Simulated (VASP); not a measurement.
# Fe (Fmmm) in VASP: further runs

The runs below take Fe through single point, with PBEsol.

Program: VASP 6.6.1. These are calculated values, not measurements. Logs are shortened: lines on timing, memory, paths and dates and some standing lists are left out, and cuts for length are marked.

## 1. The structure

Symmetry: Fmmm, No. 69, orthorhombic system. The conventional cell has a = 2.997 Å, b = 3.883 Å, c = 3.930 Å, α = 90.00°, β = 90.00°, γ = 90.00°. Fe (site symmetry mmm) has 12 Fe at 2.45 to 2.76 Å as nearest neighbours.

## 2. Single point, PBEsol, collinear spin, ferromagnetic start

INCAR

```
SYSTEM = Fe
ADDGRID = .False.
ALGO = Normal
EDIFF = 1E-5
ENCUT = 450
GGA = PS
ISIF = 2
ISMEAR = -1
ISPIN = 2
LASPH = .True.
LCHARG = .False.
LMAXMIX = 4
LORBIT = 11
LREAL = .False.
LWAVE = .False.
MAGMOM = 3
NELM = 100
PREC = Accurate
SIGMA = 0.15
```

KPOINTS

```
k-points
0
Gamma
  12 12 12
  0 0 0
```

POSCAR

```
Fe
1.0
    0.0000000000      1.9417396906      1.9651051623
    1.4984397099      0.0000000000      1.9651051623
    1.4984397099      1.9417396906      0.0000000000
Fe
1
Direct
    0.0000000000      0.0000000000      0.0000000000
```

Potentials or basis: VASP PAW PBE potentials, release 64 (Fe).

Run with:

```console
> cat potpaw_PBE.64/Fe/POTCAR > POTCAR
> mpirun -np 1 vasp_std > vasp.out
```

OUTCAR:

```text
SYSTEM = Fe
   EDIFF = 1E-5
   ENCUT = 450
   GGA = PS
   ISIF = 2
   ISMEAR = -1
   ISPIN = 2
   LASPH = .True.
   LORBIT = 11
   LREAL = .False.
   NELM = 100
   PREC = Accurate

 Found    280 irreducible k-points:

 Following reciprocal coordinates:
            Coordinates               Weight
  0.000000  0.000000  0.000000      1.000000
  0.083333 -0.000000 -0.000000      8.000000
  0.166667 -0.000000 -0.000000      8.000000
  0.250000 -0.000000 -0.000000      8.000000
  0.333333 -0.000000  0.000000      8.000000
  0.416667 -0.000000 -0.000000      8.000000
   k-points           NKPTS =    280   k-points in BZ     NKDIM =    280   number of bands    NBANDS=     10
   number of dos      NEDOS =    301   number of ions     NIONS =      1
   total plane-waves  NPLWV =   6480
   dimension x,y,z NGX =    20 NGY =   18 NGZ =   18
   dimension x,y,z NGXF=    40 NGYF=   36 NGZF=   36
   ions per type =               1
   NGX,Y,Z   is equivalent  to a cutoff of  12.04, 12.11, 12.20 a.u.
   NGXF,Y,Z  is equivalent  to a cutoff of  24.07, 24.22, 24.40 a.u.
 SYSTEM =  Fe
   PREC   = accura    normal or accurate (medium, high low for compatibility)
   ISTART =      0    job   : 0-new  1-cont  2-samecut
   ICHARG =      2    charge: 1-file 2-atom 10-const
   ISPIN  =      2    spin polarized calculation?
   LNONCOLLINEAR =      F non collinear calculations
   LSORBIT =      F    spin-orbit coupling
   LASPH  =      T    aspherical Exc in radial PAW
   ENCUT  =  450.0 eV  33.07 Ry    5.75 a.u.   4.78  4.27  4.24*2*pi/ulx,y,z
   NELM   =    100;   NELMIN=  2; NELMDL= -5     # of ELM steps
   EDIFF  = 0.1E-04   stopping-criterion for ELM
   LREAL  =      F    real-space projection
   EDIFFG = 0.1E-03   stopping-criterion for IOM
   NSW    =      0    number of steps for IOM
   IBRION =     -1    ionic relax: 0-MD 1-quasi-New 2-CG
   NFREE  =      0    steps in history (QN), initial steepest desc. (CG)
   ISIF   =      2    stress and relaxation
   ISYM   =      2    0-nonsym 1-usesym 2-fastsym
   POTIM  = 0.5000    time-step for ionic-motion
   TEBEG  =    0.0;   TEEND  =   0.0 temperature during run
   PSTRESS=    0.0 pullay stress
   NELECT =       8.0000    total number of electrons
   NUPDOWN=      -1.0000    fix difference up-down
   EMIN   =  10.00;   EMAX   =-10.00  energy-range for DOS
   EFERMI =   0.00;   METHOD = LEGACY
   ISMEAR =    -1;   SIGMA  =   0.15  broadening in eV -4-tet -1-fermi 0-gaus
   EFERMI_NEDOS =   21; number of points for ismear=-14 and -15
   IALGO  =     38    algorithm
   IMIX   =      4    mixing-type and parameters
     AMIX     =   0.40;   BMIX     =  1.00
     AMIX_MAG =   1.60;   BMIX_MAG =  1.00
  volume/ion in A,a.u.               =      11.44        77.17
  Fermi-wavevector in a.u.,A,eV,Ry     =   1.453303  2.746344 28.736719  2.112089
  Thomas-Fermi vector in A             =   2.570585
   LORBIT       =     11    0 simple, 1 ext, 2 COOP (PROOUT), +10 PAW based schemes
   GGA     = PS    functional components
   LHFCALC =     F    Hartree Fock is set to
   AEXX    =    0.0000 exact exchange contribution
   IVDW    =     0    specifies the selected vdW correction
   LEPSILON=     F    determine dielectric tensor
   LRPA    =     F    only Hartree local field effects (RPA)
 spin polarized calculation
  energy-cutoff  :      450.00
  volume of cell :       11.44
 maximum number of plane-waves:       261
   NGX =  9   NGY =  9   NGZ =  9

 number of electron       7.9999998 magnetization       2.2036301

 Free energy of the ion-electron system (eV)
  ---------------------------------------------------
  ext. energy  EPLUGINS =         0.00000000
  ---------------------------------------------------
  free energy    TOTEN  =        -8.91722916 eV

  energy without entropy =       -8.84366114  energy(sigma->0) =       -8.88044515

 E-fermi :   5.6504     XC(G=0): -13.2399

 val. band max:        5.6472745384   @ k =   0.0000   0.0000   0.0000
 cond. band min:       5.6511675658   @ k =  -0.1667   0.4167   0.3333
 fundamental gap:      0.0038930274
 Fermi energy:         5.6504224570

 spin component 1

 k-point     1 :       0.0000    0.0000    0.0000
  band No.  band energies     occupation
      1      -2.8851      1.00000
      2       3.1524      1.00000
      3       3.2455      1.00000
      4       3.5849      1.00000
      5       4.3183      0.99986
      6       4.7129      0.99807
      7      29.3818      0.00000
      8      30.8588      0.00000
      9      31.1209      0.00000
     10      35.0583      0.00000

 k-point     2 :       0.0833   -0.0000   -0.0000
  band No.  band energies     occupation
      1      -2.6067      1.00000
      2       3.1660      1.00000
      3       3.2537      1.00000
      4       3.6367      1.00000
      5       4.2760      0.99990
      6       4.6812      0.99844
      7      28.1893      0.00000
      8      29.9825      0.00000
      9      30.7732      0.00000
     10      34.1116      0.00000

 k-point     3 :       0.1667   -0.0000   -0.0000
  band No.  band energies     occupation
      1      -1.8124      1.00000
      2       3.1036      1.00000
      3       3.1602      1.00000
      4       3.9702      0.99999
      5       4.2100      0.99993
      6       4.6338      0.99886
      7      24.7305      0.00000
      8      28.6944      0.00000
      9      30.2634      0.00000
     10      33.0359      0.00000

 k-point     4 :       0.2500   -0.0000   -0.0000
  band No.  band energies     occupation
      1      -0.6744      1.00000
      2       2.8884      1.00000
      3       3.1008      1.00000
      4       4.2267      0.99992
      5       4.5508      0.99935
      6       4.6372      0.99884
      7      20.8452      0.00000
      8      27.0940      0.00000
      9      29.5864      0.00000
     10      30.8741      0.00000

 k-point     5 :       0.3333   -0.0000    0.0000
  band No.  band energies     occupation
      1       0.3147      1.00000
      2       2.6533      1.00000
      3       3.5306      1.00000
      4       4.2937      0.99988
      5       4.7190      0.99799
      6       5.2016      0.95223
      7      17.1477      0.00000
      8      25.6889      0.00000
      9      28.2429      0.00000
     10      29.9105      0.00000

 k-point     6 :       0.4167   -0.0000   -0.0000
  band No.  band energies     occupation
      1       0.6613      1.00000
      2       2.4833      1.00000
      3       4.2233      0.99993
      4       4.7664      0.99725
      5       4.9924      0.98772
      6       5.7198      0.38634
      7      14.0540      0.00000
      8      24.7625      0.00000
      9      27.0096      0.00000
     10      29.6276      0.00000

 [... further k-points ...]

 spin component 2

 k-point     1 :       0.0000    0.0000    0.0000
  band No.  band energies     occupation
      1      -2.6199      1.00000
      2       5.0255      0.98473
      3       5.1612      0.96309
      4       5.6473      0.50525
      5       6.8461      0.00035
      6       7.4427      0.00001
      7      29.2728      0.00000
      8      30.8015      0.00000
      9      31.0938      0.00000
     10      35.4951      0.00000

 k-point     2 :       0.0833   -0.0000   -0.0000
  band No.  band energies     occupation
      1      -2.3400      1.00000
      2       5.0357      0.98366
      3       5.1681      0.96142
      4       5.6931      0.42938
      5       6.7886      0.00051
      6       7.4030      0.00001
      7      28.3423      0.00000
      8      29.9922      0.00000
      9      30.8386      0.00000
     10      34.6760      0.00000

 k-point     3 :       0.1667   -0.0000   -0.0000
  band No.  band energies     occupation
      1      -1.5334      1.00000
      2       4.9650      0.98975
      3       5.0526      0.98176
      4       6.0245      0.07631
      5       6.6805      0.00104
      6       7.3378      0.00001
      7      25.2466      0.00000
      8      28.7867      0.00000
      9      30.5389      0.00000
     10      33.8078      0.00000

 k-point     4 :       0.2500   -0.0000   -0.0000
  band No.  band energies     occupation
      1      -0.3243      1.00000
      2       4.7592      0.99738
      3       4.8327      0.99573
      4       6.6504      0.00127
      5       6.6558      0.00123
      6       7.3195      0.00001
      7      21.5866      0.00000
      8      27.2439      0.00000
      9      30.1202      0.00000
     10      31.5141      0.00000

 k-point     5 :       0.3333   -0.0000    0.0000
  band No.  band energies     occupation
      1       0.9698      1.00000
      2       4.4933      0.99955
      3       4.8490      0.99524
      4       6.7067      0.00087
      5       7.3608      0.00001
      6       7.3822      0.00001
      7      18.0937      0.00000
      8      25.8328      0.00000
      9      28.9378      0.00000
     10      30.4421      0.00000

 k-point     6 :       0.4167   -0.0000   -0.0000
  band No.  band energies     occupation
      1       1.7794      1.00000
      2       4.2967      0.99988
      3       5.4731      0.76531
      4       6.7464      0.00067
      5       7.4578      0.00001
      6       7.9564      0.00000
      7      15.2589      0.00000
      8      24.8851      0.00000
      9      27.6475      0.00000
     10      30.2222      0.00000

 [... further k-points ...]

------------------------ aborting loop because EDIFF is reached ----------------------------------------

  FORCE on cell =-STRESS in cart. coord.  units (eV):
  Direction    XX          YY          ZZ          XY          YZ          ZX
  --------------------------------------------------------------------------------------
  -------------------------------------------------------------------------------------
  Total       -1.0779891     -0.4548979     -0.6005353     -0.0000000      0.0000000      0.0000000
  in kB     -151.0354414    -63.7350708    -84.1400993     -0.0000000      0.0000000      0.0000000
  external PRESSURE =     -99.6368705 kB  Pullay stress =       0.0000000 kB

 VOLUME and BASIS-vectors are now :
 -----------------------------------------------------------------------------
  energy-cutoff  :      450.00
  volume of cell :       11.44
      direct lattice vectors                 reciprocal lattice vectors
     0.000000000  1.941739691  1.965105162    -0.333680426  0.257501045  0.254439309
     1.498439710  0.000000000  1.965105162     0.333680426 -0.257501045  0.254439309
     1.498439710  1.941739691  0.000000000     0.333680426  0.257501045 -0.254439309

 POSITION                                       TOTAL-FORCE (eV/Angst)
 -----------------------------------------------------------------------------------
      0.00000      0.00000      0.00000         0.000000      0.000000      0.000000
 -----------------------------------------------------------------------------------
    total drift:                                0.000000     -0.000000     -0.000000

  FREE ENERGIE OF THE ION-ELECTRON SYSTEM (eV)
  ---------------------------------------------------
  free  energy   TOTEN  =        -8.9172291606 eV

  energy  without entropy=       -8.8436611407  energy(sigma->0) =       -8.88044515

 total charge

# of ion       s       p       d       tot
------------------------------------------
    1        0.488   0.539   6.233   7.260

 magnetization (x)

# of ion       s       p       d       tot
------------------------------------------
    1       -0.013  -0.048   2.254   2.193
```

It took 42 s on 1 thread of Intel Xeon Platinum 8259CL at 2.50GHz (Skylake/Cascade Lake), shared host; peak memory 0.16 GiB.

These settings aren't checked as converged: the numbers below hold their error.

Results:

```
Free energy                                           : -8.9172 eV
Pressure                                              : -10.0 GPa
Band gap on the k mesh                                : none (metal or under the smearing width)
Net moment                                            : 2.20 μB per cell
Site moments                                          : Fe +2.19 μB
Valence electrons inside the program's atomic spheres : Fe 7.26
```

Caveat: the PAW data sets were made with another functional, which shifts forces and pressure a little.

## 3. Single point, PBEsol, collinear spin, ferromagnetic start

Changes to INCAR since step 2:

```diff
@@ -1,5 +1,5 @@
 SYSTEM = Fe
-ADDGRID = .False.
+ADDGRID = .True.
 ALGO = Normal
-EDIFF = 1E-5
+EDIFF = 1E-6
 ENCUT = 450
```

KPOINTS is that of step 2.

POSCAR is that of step 2.

Potentials or basis: VASP PAW PBE potentials, release 64 (Fe).

Run with:

```console
> cat potpaw_PBE.64/Fe/POTCAR > POTCAR
> mpirun -np 1 vasp_std > vasp.out
```

Run time: 49 s. Hardware: 1 thread of Intel Xeon Platinum 8259CL at 2.50GHz (Skylake/Cascade Lake), shared host; peak memory 0.21 GiB.

These settings aren't checked as converged: the numbers below hold their error.

Results:

```
Free energy                                           : -8.9172 eV
Pressure                                              : -9.7 GPa
Band gap on the k mesh                                : none (metal or under the smearing width)
Net moment                                            : 2.21 μB per cell
Site moments                                          : Fe +2.19 μB
Valence electrons inside the program's atomic spheres : Fe 7.26
```

Caveat: the PAW data sets were made with another functional, which shifts forces and pressure a little.

## 4. Single point, PBEsol, collinear spin, ferromagnetic start

Changes to INCAR since step 3:

```diff
@@ -1,3 +1,3 @@
 SYSTEM = Fe
-ADDGRID = .True.
+ADDGRID = .False.
 ALGO = Normal
@@ -9,3 +9,3 @@
 ISPIN = 2
-LASPH = .True.
+LASPH = .False.
 LCHARG = .False.
```

KPOINTS is that of step 3.

POSCAR is that of step 3.

Run with:

```console
> cat potpaw_PBE.64/Fe/POTCAR > POTCAR
> mpirun -np 1 vasp_std > vasp.out
```

Run time: 44 s. Hardware: 1 thread of Intel Xeon Platinum 8259CL at 2.50GHz (Skylake/Cascade Lake), shared host; peak memory 0.16 GiB.

The run converged, but some of its settings lie outside the range that counts as converged, so its numbers aren't taken as properties of the crystal.

Results:

```
Free energy                                           : -8.9140 eV
Pressure                                              : -9.5 GPa
Band gap on the k mesh                                : none (metal or under the smearing width)
Net moment                                            : 2.22 μB per cell
Site moments                                          : Fe +2.21 μB
Valence electrons inside the program's atomic spheres : Fe 7.26
```

Caveat: the PAW data sets were made with another functional, which shifts forces and pressure a little.

## 5. Single point, PBEsol, collinear spin, ferromagnetic start

INCAR

```
SYSTEM = Fe
ADDGRID = .False.
ALGO = Normal
EDIFF = 1E-4
ENCUT = 450
GGA = PS
ISIF = 2
ISMEAR = -1
ISPIN = 2
LASPH = .True.
LCHARG = .False.
LMAXMIX = 4
LORBIT = 11
LREAL = Auto
LWAVE = .False.
MAGMOM = 3
NELM = 100
PREC = Normal
SIGMA = 0.15
```

KPOINTS is that of step 4.

POSCAR is that of step 4.

Run with:

```console
> cat potpaw_PBE.64/Fe/POTCAR > POTCAR
> mpirun -np 1 vasp_std > vasp.out
```

Run time: 30 s. Hardware: 1 thread of Intel Xeon Platinum 8259CL at 2.50GHz (Skylake/Cascade Lake), shared host; peak memory 0.14 GiB.

The run converged, but some of its settings lie outside the range that counts as converged, so its numbers aren't taken as properties of the crystal.

Results:

* Free energy: -8.9176 eV
* Pressure: -10.3 GPa
* Band gap on the k mesh: none (metal or under the smearing width)
* Net moment: 2.22 μB per cell
* Site moments: Fe +2.20 μB
* Valence electrons inside the program's atomic spheres: Fe 7.26

Caveat: the PAW data sets were made with another functional, which shifts forces and pressure a little.

[end of part 1 of 2]
